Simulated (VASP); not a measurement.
# WS2 in VASP: single point with r2SCAN

Aim: the single point of WS2 with r2SCAN.

Everything below comes from runs of VASP 6.6.1. Logs are shortened: lines on timing, memory, paths and dates and some standing lists are left out, and cuts for length are marked.

## Step 1: The slab as given

The cell holds a slab with vacuum, 3 atoms: a = 3.184 Å, b = 3.184 Å, c = 16.951 Å, α = 90.00°, β = 90.00°, γ = 120.00°.

## Step 2: Single point, r2SCAN

Contents of POSCAR:

```
WS2
1.0
    3.1835163600      0.0000000000      0.0000000000
   -1.5917581800      2.7570060400      0.0000000000
    0.0000000000      0.0000000000     16.9505778900
W S
1 2
Direct
    0.3333333300      0.6666666700      0.0000000000
    0.6666666700      0.3333333300      0.9079994900
    0.6666666700      0.3333333300      0.0920005100
```

Contents of INCAR.step1:

```
PREC = Accurate ; ENCUT = 520
ISMEAR = -1 ; SIGMA = 0.1
LREAL = F ; LASPH = T
NELM = 100 ; NBANDS = 20
GGA = PE ; ALGO = Normal
EDIFF = 1E-4 ; LWAVE = T
LCHARG = F
```

Contents of INCAR.step2:

```
PREC = Accurate ; ENCUT = 520
EDIFF = 1E-7 ; ISMEAR = -1
SIGMA = 0.1 ; LREAL = F
LASPH = T ; NELM = 100
ALGO = Normal ; ISIF = 2
LWAVE = F ; LCHARG = T
METAGGA = R2SCAN ; LMIXTAU = T
LELF = T ; LVHAR = T
NBANDS = 20 ; ISTART = 1
```

Contents of KPOINTS:

```
Automatic mesh
0
Gamma
  8 8 2
```

Potentials or basis: VASP PAW PBE potentials, release 64 (W_sv, S).

Command:

```console
$ cat potpaw_PBE.64/W_sv/POTCAR potpaw_PBE.64/S/POTCAR > POTCAR
$ cp INCAR.step1 INCAR
$ mpirun -np 1 vasp_std > vasp.out
$ cp INCAR.step2 INCAR
$ mpirun -np 1 vasp_std > vasp.out
```

OUTCAR:

```text
PREC = Accurate
   ENCUT = 520
   EDIFF = 1E-7
   ISMEAR = -1
   LREAL = F
   LASPH = T
   NELM = 100
   ISIF = 2
   METAGGA = R2SCAN
   ISTART = 1

 ion  position               nearest neighbor table
   1  0.333  0.667  0.000-   2 2.41   3 2.41   2 2.41   3 2.41   2 2.41   3 2.41
   2  0.667  0.333  0.908-   1 2.41   1 2.41   1 2.41
   3  0.667  0.333  0.092-   1 2.41   1 2.41   1 2.41

  LATTYP: Found a hexagonal cell.
 ALAT       =     3.1835163600
 C/A-ratio  =     5.3244827333

  Lattice vectors:

 A1 = (   3.1835163600,   0.0000000000,   0.0000000000)
 A2 = (  -1.5917581800,   2.7570060400,   0.0000000000)
 A3 = (   0.0000000000,   0.0000000000,  16.9505778900)

Analysis of symmetry for initial positions (statically):
=====================================================================
 Subroutine PRICEL returns:
 Original cell was already a primitive cell.

 Routine SETGRP: Setting up the symmetry group for a
 hexagonal supercell.

 Subroutine GETGRP returns: Found 12 space group operations
 (whereof 12 operations were pure point group operations)
 out of a pool of 24 trial point group operations.

The static configuration has the point symmetry D_3h.

Analysis of symmetry for dynamics (positions and initial velocities):
=====================================================================
 Subroutine PRICEL returns:
 Original cell was already a primitive cell.

 Routine SETGRP: Setting up the symmetry group for a
 hexagonal supercell.

 Subroutine GETGRP returns: Found 12 space group operations
 (whereof 12 operations were pure point group operations)
 out of a pool of 24 trial point group operations.

The dynamic configuration has the point symmetry D_3h.

 Subroutine INISYM returns: Found 12 space group operations
 (whereof 12 operations are pure point group operations),
 and found     1 'primitive' translations

----------------------------------------------------------------------------------------

                                     Primitive cell

  volume of cell :     148.7748

  direct lattice vectors                    reciprocal lattice vectors
     3.183516360  0.000000000  0.000000000     0.314118065  0.181356150  0.000000000
    -1.591758180  2.757006040  0.000000000     0.000000000  0.362712299  0.000000000
     0.000000000  0.000000000 16.950577890     0.000000000  0.000000000  0.058995039

  length of vectors
     3.183516360  3.183516359 16.950577890     0.362712299  0.362712299  0.058995039

[... 76 lines left out ...]
   NELM   =    100;   NELMIN=  2; NELMDL=  0     # of ELM steps
   EDIFF  = 0.1E-06   stopping-criterion for ELM
   LREAL  =      F    real-space projection
   EDIFFG = 0.1E-05   stopping-criterion for IOM
   NSW    =      0    number of steps for IOM
   IBRION =     -1    ionic relax: 0-MD 1-quasi-New 2-CG
   NFREE  =      0    steps in history (QN), initial steepest desc. (CG)
   ISIF   =      2    stress and relaxation
   ISYM   =      2    0-nonsym 1-usesym 2-fastsym
   POTIM  = 0.5000    time-step for ionic-motion
   TEBEG  =    0.0;   TEEND  =   0.0 temperature during run
   PSTRESS=    0.0 pullay stress
   NELECT =      26.0000    total number of electrons
   NUPDOWN=      -1.0000    fix difference up-down
   EMIN   =  10.00;   EMAX   =-10.00  energy-range for DOS
   EFERMI =   0.00;   METHOD = LEGACY
   ISMEAR =    -1;   SIGMA  =   0.10  broadening in eV -4-tet -1-fermi 0-gaus
   EFERMI_NEDOS =   21; number of points for ismear=-14 and -15
   IALGO  =     38    algorithm
   IMIX   =      4    mixing-type and parameters
     AMIX     =   0.40;   BMIX     =  1.00
     AMIX_MAG =   1.60;   BMIX_MAG =  1.00
  volume/ion in A,a.u.               =      49.59       334.66
  Fermi-wavevector in a.u.,A,eV,Ry     =   0.915285  1.729637 11.398226  0.837746
  Thomas-Fermi vector in A             =   2.040009
   LORBIT       =      0    0 simple, 1 ext, 2 COOP (PROOUT), +10 PAW based schemes
   METAGGA = R2SCAN    functional components
   LHFCALC =     F    Hartree Fock is set to
   AEXX    =    0.0000 exact exchange contribution
   IVDW    =     0    specifies the selected vdW correction
   LEPSILON=     F    determine dielectric tensor
   LRPA    =     F    only Hartree local field effects (RPA)
 non-spin polarized calculation
  energy-cutoff  :      520.00
  volume of cell :      148.77
 maximum number of plane-waves:      4040
 NGX is ok and might be reduce to    24
   NGX = 11   NGY = 11   NGZ = 63

 number of electron      25.9999999 magnetization

 Free energy of the ion-electron system (eV)
  ---------------------------------------------------
  ext. energy  EPLUGINS =         0.00000000
  ---------------------------------------------------
  free energy    TOTEN  =       -70.04084985 eV

  energy without entropy =      -70.04084204  energy(sigma->0) =      -70.04084594

 E-fermi :  -0.3601     XC(G=0):  -4.5920

 val. band max:       -1.3861135071   @ k =   0.0000   0.0000   0.5000
 cond. band min:       0.7917445687   @ k =   0.3750   0.2500   0.5000
 fundamental gap:      2.1778580758
 Fermi energy:        -0.3600746135

 k-point     1 :       0.0000    0.0000    0.0000
  band No.  band energies     occupation
      1     -77.3652      2.00000
      2     -40.9504      2.00000
      3     -40.7992      2.00000
      4     -40.7992      2.00000
      5     -16.8781      2.00000
      6     -15.1427      2.00000
[... 449 lines left out ...]
     19       6.7603      0.00000
     20       8.5085      0.00000

------------------------ aborting loop because EDIFF is reached ----------------------------------------

  FORCE on cell =-STRESS in cart. coord.  units (eV):
  Direction    XX          YY          ZZ          XY          YZ          ZX
  --------------------------------------------------------------------------------------
  -------------------------------------------------------------------------------------
  Total       -0.0295065     -0.0295065     -0.0316545      0.0000000      0.0000000     -0.0000000
  in kB       -0.3177599     -0.3177599     -0.3408916      0.0000000      0.0000000     -0.0000000
  external PRESSURE =      -0.3254705 kB  Pullay stress =       0.0000000 kB

 VOLUME and BASIS-vectors are now :
 -----------------------------------------------------------------------------
  energy-cutoff  :      520.00
  volume of cell :      148.77
      direct lattice vectors                 reciprocal lattice vectors
     3.183516360  0.000000000  0.000000000     0.314118065  0.181356150  0.000000000
    -1.591758180  2.757006040  0.000000000     0.000000000  0.362712299  0.000000000
     0.000000000  0.000000000 16.950577890     0.000000000  0.000000000  0.058995039

 POSITION                                       TOTAL-FORCE (eV/Angst)
 -----------------------------------------------------------------------------------
     -0.00000      1.83800      0.00000         0.000000     -0.000000      0.000000
      1.59176      0.91900     15.39112        -0.000000     -0.000000      0.002853
      1.59176      0.91900      1.55946        -0.000000      0.000000     -0.002853
 -----------------------------------------------------------------------------------
    total drift:                                0.000003     -0.000002     -0.000000

  FREE ENERGIE OF THE ION-ELECTRON SYSTEM (eV)
  ---------------------------------------------------
  free  energy   TOTEN  =       -70.0408498515 eV

  energy  without entropy=      -70.0408420363  energy(sigma->0) =      -70.04084594
```

OUTCAR.step1:

```text
PREC = Accurate
   ENCUT = 520
   ISMEAR = -1
   LREAL = F
   LASPH = T
[... 679 lines left out ...]
     -0.00000      1.83800      0.00000        -0.000000      0.000000      0.000000
      1.59176      0.91900     15.39112         0.000000     -0.000000     -0.258879
      1.59176      0.91900      1.55946         0.000000     -0.000000      0.258879
 -----------------------------------------------------------------------------------
    total drift:                                0.000001     -0.000001     -0.000000

  FREE ENERGIE OF THE ION-ELECTRON SYSTEM (eV)
  ---------------------------------------------------
  free  energy   TOTEN  =       -23.6709116538 eV

  energy  without entropy=      -23.6708969600  energy(sigma->0) =      -23.67090431
```

It took 2.4 min on 1 thread of Intel Xeon 6975P-C (Granite Rapids), shared host; peak memory 0.31 GiB.

What came out:

- Free energy: -70.0408 eV
- Band gap on the k mesh: 2.18 eV, indirect (least direct gap 2.39 eV)

Forces in eV/Å, atoms in the order of the input:
```
W    0.000  0.000  0.000
S    0.000  0.000  0.003
S    0.000  0.000 -0.003
```

Caveat: the PAW data sets were made with another functional, which shifts forces and pressure a little; spin-orbit coupling is left out, which moves the levels of the heavy elements.
